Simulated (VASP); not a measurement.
Crystal: NiO.

```
CELL_PARAMETERS angstrom
0.00000 2.08590 2.08590
2.08590 0.00000 2.08590
2.08590 2.08590 0.00000
ATOMIC_POSITIONS crystal
Ni 0.00000 0.00000 0.00000
O 0.50000 0.50000 0.50000
```

Base run:

```yaml
Program: VASP 6.6.1
Functional: PBEsol
Potentials_or_basis: VASP PAW PBE potentials, release 64 (Ni, O)
Cutoff: 520 eV
k_mesh: 11 × 11 × 11
Occupations: fermi-dirac, width 0.05 eV
Spin: collinear spin, ferromagnetic start
Starting_moments: "[1.0, 0.0] μB"
```

Its results: pressure -7.6 GPa; net moment 1.34 μB per cell; site moments Ni +1.12; O +0.19 μB.

Problem. The run is repeated on the same cell with these changes: functional from PBEsol to revPBE. What comes out?

Solution. Pressure 10.9 GPa; net moment 1.77 μB per cell; site moments Ni +1.46; O +0.27 μB.

revPBE binds less tightly than PBEsol, so the same cell stands under more pressure.

Caveats: the PAW data sets were made with another functional, which shifts forces and pressure a little; a cell with one magnetic atom can't hold antiferromagnetic order, which such compounds often take.

Not every run made on this cell is shown here.
